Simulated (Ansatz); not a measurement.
# Mo (P-1) in Ansatz: band structure with PBEsol+D4

Aim: the band structure of Mo with PBEsol+D4.

Program: Ansatz 0.2.0. These are calculated values, not measurements. Logs are shortened: lines on timing, memory, paths and dates and some standing lists are left out, and cuts for length are marked.

## Step 1: The cell of the first run

The typed cell holds 1 atom: a = 2.705 Å, b = 2.731 Å, c = 2.758 Å, α = 108.76°, β = 109.25°, γ = 109.33°.

## Step 2: Band structure, PBEsol+D4, spin-orbit coupling, no magnetisation (cell strained at random at fixed volume)

input.yaml reads:

```yaml
crystal:
  lattice:
    - [-1.565886, 1.558394, 1.560774]
    - [1.586612, -1.560227, 1.583332]
    - [1.610188, 1.604529, -1.562607]
  atoms:
    - { symbol: Mo, position: [-0.084324, 0.040762, -0.002194] }
kpoints:
  mp_grid: { grid: [9, 9, 9] }
  band_path:
    path: [[0.0, 0.5, 0.0], [0.0, 0.0, 0.0], [0.0, 0.0, -0.5]]
    npoints: 8
scf:
  occupations: { method: methfessel_paxton, width: 0.2 }
hamiltonian:
  xc: pbesol
  dispersion: d4
  pseudopotentials: { kind: all_electron, lapw: { basis_error: 0.001 } }
magnetization:
  noncollinear: true
  spin_orbit: true
output:
  forces: true
  stress: true
  eigenvalues: true
```

Potentials or basis: all-electron LAPW, relativistic spinors.

Command:

```
$ ansatz run input.yaml --threads 1 --pin off --max-ram 3072MiB --backend cpu --events-out ev --progress --plain --runs-dir out
```

Log:

```text
Warning: RAYON_NUM_THREADS=1 ignored (pool sized by the plan → 1); use --threads N
LAPW: plane waves up to 8.210 Å⁻¹, error target 1.0e-3 eV per atom; Dirac's equation on spinors; Mo in spheres of 1.352 Å, 30 of its electrons in bands (how accurate: hamiltonian.pseudopotentials.lapw.basis_error, Limitations)
Engine: ansatz 0.2.0, aarch64-unknown-linux-gnu
Pseudopotentials: kind: all_electron
Pseudopotential: Mo, LAPW, valence charge 30, lapw/all_electron/dirac/gaussian/Mo, Dirac's equation, gaussian nucleus
Functional definition: PBEsol
  exchange = pbesol_x
  correlation = pbesol_c
non-collinear run that drives no moment, with spin-orbit: no starting moment large enough to seed its density (crystal.atoms[].spin), no starting occupations that ask for one, no magnetisation constraint and no magnetic field, so the semilocal B_xc is pinned to zero
Crystal: 1 atoms, lattice volume = 15.892 Å³
Basis set: ecut = 256.8078727987674 eV, 141 PW (Γ), exchange–correlation at level 2
Bands: 38, of which v1, the nominal top of the filled ones, is band 30 counted from 1 (29 counted from 0)
Symmetry: 2 space group operations + 2 with time reversal
Magnetic group: BNS 2.5 (UNI 5), of the structure as read, at distance tolerance 2.5e-5 Å
k-points: 365 of 729
Non-local potential: Mo, projectors of the file, none
Initial density: superposition of atomic densities (chi_scale 0.1, normalization cell)
Initial wavefunctions: plane waves of lowest kinetic energy (no species holds an atomic orbital)
Functional: x = pbesol(κ = 0.804, μ = 0.12345679012345678), c = pbesol(β = 0.046)
iter 1 solved again at ethr=1.14e-3 eV; its pass at ethr=1.00e-1 eV (dr2=3.42e-1 eV) is discarded
SCF iter   1: F=—  HF=-110136.275022 eV  |F-HF|=—  |Δ(HF+E_count)|=         —  Δρ=5.90e-2  dr2=3.43e-1  dr2_m=0.00e0 (ungated)  ethr=1.14e-3  |M|=0.00e0 ∫|m|=0.00e0 μB  β_m=0.30  ⟨swp⟩=2.1  Hψ=84585  notcnv=0
preconditioner: auto → Kerker (q_TF=auto, 3.033 Å⁻¹)  [metal: Δε(μ)=0.025 eV  Ē_g=8.535 eV  σ=0.200 eV  W_gap=0.11  n_scr=12 (ndim 8)  ℏωp=22.8 eV  f_vac=0.000  D(μ)=0.77/eV (n_scr^D=12)]
spin=Noncollinear: Kerker preconditioning applied to the charge; magnetization (m_x, m_y, m_z) channels mix plain (no charge-response kernel on spin).
SCF iter   2: F=—  HF=-110135.745590 eV  |F-HF|=—  |Δ(HF+E_count)|=   5.29e-1  S|Δr|=    0.00e0  Δρ=3.77e-2  dr2=1.51e-1  dr2_m=0.00e0 (ungated)  ethr=1.14e-3  |M|=0.00e0 ∫|m|=0.00e0 μB  β_m=0.44  ⟨swp⟩=2.0  Hψ=40292  notcnv=0
SCF iter   3: F=—  HF=-110135.579810 eV  |F-HF|=—  |Δ(HF+E_count)|=   1.66e-1  S|Δr|=    0.00e0  Δρ=1.47e-2  dr2=2.93e-2  dr2_m=0.00e0 (ungated)  ethr=5.04e-4  |M|=0.00e0 ∫|m|=0.00e0 μB  β_m=0.66  ⟨swp⟩=2.0  Hψ=37530  notcnv=0
SCF iter   4: F=—  HF=-110135.577160 eV  |F-HF|=—  |Δ(HF+E_count)|=         —  Δρ=5.58e-3  dr2=5.37e-3  dr2_m=0.00e0 (ungated)  ethr=9.78e-5  |M|=0.00e0 ∫|m|=0.00e0 μB  β_m=0.83  ⟨swp⟩=2.0  Hψ=40323  notcnv=0
the basis was enlarged: its passes take 3.6 MiB over the memory plan, 1 of 1 planned eigensolver slots
iter 5 solved again at ethr=1.02e-6 eV; its pass at ethr=1.79e-5 eV (dr2=3.06e-4 eV) is discarded
SCF iter   5: F=—  HF=-110135.577610 eV  |F-HF|=—  |Δ(HF+E_count)|=   4.50e-4  S|Δr|=    0.00e0  Δρ=1.43e-3  dr2=3.06e-4  dr2_m=0.00e0 (ungated)  ethr=1.02e-6  |M|=0.00e0 ∫|m|=0.00e0 μB  β_m=0.90  ⟨swp⟩=2.0  Hψ=68230  notcnv=0
SCF iter   6: F=—  HF=-110135.577608 eV  |F-HF|=—  |Δ(HF+E_count)|=   1.92e-6  S|Δr|=    0.00e0  Δρ=3.23e-4  dr2=8.86e-6  dr2_m=0.00e0 (ungated)  ethr=1.02e-6  |M|=0.00e0 ∫|m|=0.00e0 μB  β_m=0.95  ⟨swp⟩=2.0  Hψ=40316  notcnv=0
SCF iter   7: F=—  HF=-110135.577609 eV  |F-HF|=—  |Δ(HF+E_count)|=   5.67e-7  S|Δr|=    0.00e0  Δρ=5.43e-5  dr2=2.38e-7  dr2_m=0.00e0 (ungated)  ethr=2.95e-8  |M|=0.00e0 ∫|m|=0.00e0 μB  β_m=0.94  ⟨swp⟩=2.0  Hψ=40318  notcnv=0
SCF iter   8: F=-110135.577609 eV  HF=-110135.577609 eV  |F-HF|=5.59e-9  |Δ(HF+E_count)|=   1.21e-7  S|Δr|=    0.00e0  Δρ=8.01e-6  dr2=5.99e-9  dr2_m=0.00e0 (ungated)  ethr=7.92e-10  |M|=0.00e0 ∫|m|=0.00e0 μB  ⟨swp⟩=2.0  Hψ=40316  notcnv=0
SCF 1 converged in 8 iterations: F = -110135.577609 eV  dr2 = 5.99e-9
NSCF: frozen V_eff on 17 k-points
SCF converged after 8 iterations
Stability not checked: this state was not tested for a lower state beside it, because cold or Methfessel-Paxton smearing, or corrected tetrahedra, fill the levels in a way that the test cannot read (fill_not_monotonic; see scf.lower_state_search)
Magnetization: |M| = 0.0000 μB,  M = (+0.0000, +0.0000, +0.0000) μB
Absolute magnetization: 0.0000 μB (∫|m|)
  site 0: m = (+0.0000, +0.0000, +0.0000) μB, |m| = 0.0000 μB  (R = 1.35 Å)
Free energy (F): -110135.577609 eV
Harris-Foulkes:  -110135.577609 eV  (|F-HF|=5.59e-9)
Internal energy: -110135.576542 eV  (E = F + TS)
E sigma→0 (E₀):  -110135.577342 eV
Entropy (-TS):   -0.001067 eV (-1.067 meV/atom)
Fermi energy:    22.881705 eV
Step filling:    the computed levels leave a gap of 0.0000 eV = 0.0 smearing widths at the electron count; against every level under it full and every level over it empty, smearing changes F+E_penalty+E_count by -0.915 meV and its σ→0 estimate by -0.648 meV
--- Per-component energies (eV) ---
  E_band       = -4096.240164
  E_kinetic    = 114185.550923
  E_xc         = -3312.231730
  E_electrostatic = -221008.545064  (all electrons and nuclei)
  E_disp       = -0.350671  (pairwise vdW)
  E_smearing   = -0.001067  (= −TS)
  E_closure    = 0.000000  (closes the sum)
  E_atoms      = -110123.453679  (free atoms, spherical and without spin; not in F)
  Σ components = -110135.577609   (vs F -110135.577609, Δ=0.00e0)
  Basis errors (estimates in eV, not in F): energy 2.4e-4 per atom: plane waves 1.9e-4 (1.0e-4 summed), levels above the bands 0.0e0, relativity 6.0e-8, radial functions 4.3e-5, core shells 2.1e-7; eigenvalues (radial functions only) 2.0e-6; not estimated: angular momenta, meshes, grids; target (lapw.basis_error) 1.0e-3; muffin-tin radii Mo 1.352 Å
--- Forces (eV/Å), atoms counted from 1 ---
  atom   1  Mo     0.00000000     0.00000000     0.00000000
  max |Σ_I F_I| component: 0.00e0 eV/Å
--- Stress (GPa, compression-positive) ---
      -15.501040      -2.841625      -1.283975
       -2.841625     -12.312172      -0.032140
       -1.283975      -0.032140     -10.414245
  P = ⅓ Tr σ = -12.7425 GPa (-127.425 kbar)
--- Band table (eV; the first three rows and the last of 365) ---
  k-point 0: bands = ["-364.7109", "-364.7109", "-347.1762", "-347.1762", "-347.1736", "-347.1736", "-196.8381", "-196.8381", "-196.8356", "-196.8356", "-193.5221", "-193.5221", "-193.5192", "-193.5192", "-193.5029", "-193.5029", "-38.3087", "-38.3087", "-13.4157", "-13.4157", "-10.8372", "-10.8372", "-10.7814", "-10.7814", "15.6595", "15.6595", "21.3017", "21.3017", "21.4568", "21.4568", "21.8332", "21.8332", "24.4192", "24.4192", "24.6107", "24.6107", "37.1795", "37.1795"]
  k-point 1: bands = ["-364.7109", "-364.7109", "-347.1762", "-347.1762", "-347.1736", "-347.1736", "-196.8381", "-196.8381", "-196.8356", "-196.8356", "-193.5221", "-193.5221", "-193.5192", "-193.5192", "-193.5029", "-193.5029", "-38.2827", "-38.2827", "-13.4780", "-13.4780", "-10.9550", "-10.9550", "-10.8059", "-10.8059", "16.1611", "16.1611", "21.0843", "21.0843", "21.3337", "21.3337", "22.2772", "22.2772", "24.1691", "24.1691", "24.6205", "24.6205", "37.9036", "37.9036"]
  k-point 2: bands = ["-364.7109", "-364.7109", "-347.1762", "-347.1762", "-347.1736", "-347.1736", "-196.8381", "-196.8381", "-196.8356", "-196.8356", "-193.5221", "-193.5221", "-193.5192", "-193.5192", "-193.5029", "-193.5029", "-38.2164", "-38.2164", "-13.6466", "-13.6466", "-11.2371", "-11.2371", "-10.8601", "-10.8601", "17.3126", "17.3126", "20.5195", "20.5195", "21.1047", "21.1047", "23.5870", "23.5870", "24.0380", "24.0380", "24.7421", "24.7421", "37.7987", "37.7987"]
  k-point 364: bands = ["-364.7109", "-364.7109", "-347.1762", "-347.1762", "-347.1736", "-347.1736", "-196.8381", "-196.8381", "-196.8356", "-196.8356", "-193.5221", "-193.5221", "-193.5192", "-193.5192", "-193.5029", "-193.5029", "-38.0900", "-38.0900", "-13.9452", "-13.9452", "-11.6150", "-11.6150", "-11.0561", "-11.0561", "18.9406", "18.9406", "19.7752", "19.7752", "20.7413", "20.7413", "24.5623", "24.5623", "24.8188", "24.8188", "27.7177", "27.7177", "36.6662", "36.6662"]
```

Run time: 4.6 min. Hardware: 1 thread of Arm Neoverse V2, shared host; peak memory 0.88 GiB.

Results:

```
Free energy             : -110135.5776 eV
Pressure                : -12.7 GPa
Band gap along the path : none (metal or under the smearing width)
```

Stress tensor (GPa, compression positive):
```
-15.50  -2.84  -1.28
 -2.84 -12.31  -0.03
 -1.28  -0.03 -10.41
```

Levels at the corners of the path, in eV from the Fermi level:
```tsv
point	band 28	band 29	band 30	band 31	band 32	band 33
X	-3.36	1.40	1.40	1.66	1.66	2.35
Γ	-1.58	-1.42	-1.42	-1.05	-1.05	1.54
Y	-3.33	1.24	1.24	1.66	1.66	2.39
```

Caveat: the k mesh is thin for a metal, which can move the energy by tens of meV per atom; pairwise dispersion overbinds metals, which lowers pressure and volume.
